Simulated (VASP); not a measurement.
Set up this calculation in VASP 6.6.1, as the native input.

```yaml
Task: band structure
Functional: PBE
Potentials_or_basis: VASP PAW PBE potentials, release 64 (Ga_d, P)
Cutoff: 520 eV
k_mesh: 8 × 8 × 8
Occupations: gaussian, width 0.02 eV
Spin: no spin polarisation
Further_INCAR_settings: ALGO = Normal; EDIFF = 1e-07
```

Crystal: GaP.

```
Ga P
1.0
     0.00000    2.75298    2.75298
     2.75298    0.00000    2.75298
     2.75298    2.75298    0.00000
Ga P
1 1
Direct
  0.00000 0.00000 0.00000
  0.25000 0.25000 0.25000
```

The input as run:

POSCAR

```
GaP
1.0
    0.0000000000      2.7529800000      2.7529800000
    2.7529800000      0.0000000000      2.7529800000
    2.7529800000      2.7529800000      0.0000000000
Ga P
1 1
Direct
    0.0000000000      0.0000000000      0.0000000000
    0.2500000000      0.2500000000      0.2500000000
```

INCAR.step1

```
SYSTEM = GaP
PREC = Accurate ; ENCUT = 520
EDIFF = 1E-7 ; ISMEAR = 0
SIGMA = 0.02 ; LREAL = .FALSE.
LASPH = .TRUE. ; NELM = 80
ALGO = Normal ; ISIF = 2
LWAVE = .FALSE. ; LCHARG = .TRUE.
GGA = PE
```

KPOINTS.step1

```
Automatic mesh
0
G
  8 8 8
  0 0 0
```

INCAR.step2

```
SYSTEM = GaP
PREC = Accurate ; ENCUT = 520
EDIFF = 1E-7 ; ISMEAR = 0
SIGMA = 0.05 ; LREAL = .FALSE.
LASPH = .TRUE. ; NELM = 80
ALGO = Normal ; ISIF = 2
LWAVE = .FALSE. ; LCHARG = .FALSE.
GGA = PE ; ICHARG = 11
```

KPOINTS.step2

```
path GXWKGLUWLK,UX
20
line-mode
reciprocal
 0.0000000000  0.0000000000  0.0000000000  G
 0.5000000000  0.0000000000  0.5000000000  X

 0.5000000000  0.0000000000  0.5000000000  X
 0.5000000000  0.2500000000  0.7500000000  W

 0.5000000000  0.2500000000  0.7500000000  W
 0.3750000000  0.3750000000  0.7500000000  K

 0.3750000000  0.3750000000  0.7500000000  K
 0.0000000000  0.0000000000  0.0000000000  G

 0.0000000000  0.0000000000  0.0000000000  G
 0.5000000000  0.5000000000  0.5000000000  L

 0.5000000000  0.5000000000  0.5000000000  L
 0.6250000000  0.2500000000  0.6250000000  U

 0.6250000000  0.2500000000  0.6250000000  U
 0.5000000000  0.2500000000  0.7500000000  W

 0.5000000000  0.2500000000  0.7500000000  W
 0.5000000000  0.5000000000  0.5000000000  L

 0.5000000000  0.5000000000  0.5000000000  L
 0.3750000000  0.3750000000  0.7500000000  K

 0.6250000000  0.2500000000  0.6250000000  U
 0.5000000000  0.0000000000  0.5000000000  X
```

Potentials or basis: VASP PAW PBE potentials, release 64 (Ga_d, P).

Launch:

```bash
$ cat potpaw_PBE.64/Ga_d/POTCAR potpaw_PBE.64/P/POTCAR > POTCAR
$ cp INCAR.step1 INCAR
$ cp KPOINTS.step1 KPOINTS
$ mpirun -np 1 vasp_std > vasp.out
$ cp INCAR.step2 INCAR
$ cp KPOINTS.step2 KPOINTS
$ mpirun -np 1 vasp_std > vasp.out
```

Results of the run:

* Band gap on the k mesh: 1.58 eV, direct
* Band gap along the path: 1.57 eV, direct

Caveat: the log is that of the step along the path at fixed density, whose energy, stress, charges and moments have no meaning.

Wall time 97 s on 1 thread of Intel(R) Xeon(R) Platinum 8259CL CPU @ 2.50GHz (Skylake/Cascade Lake) (shared host), peak memory 0.24 GiB.
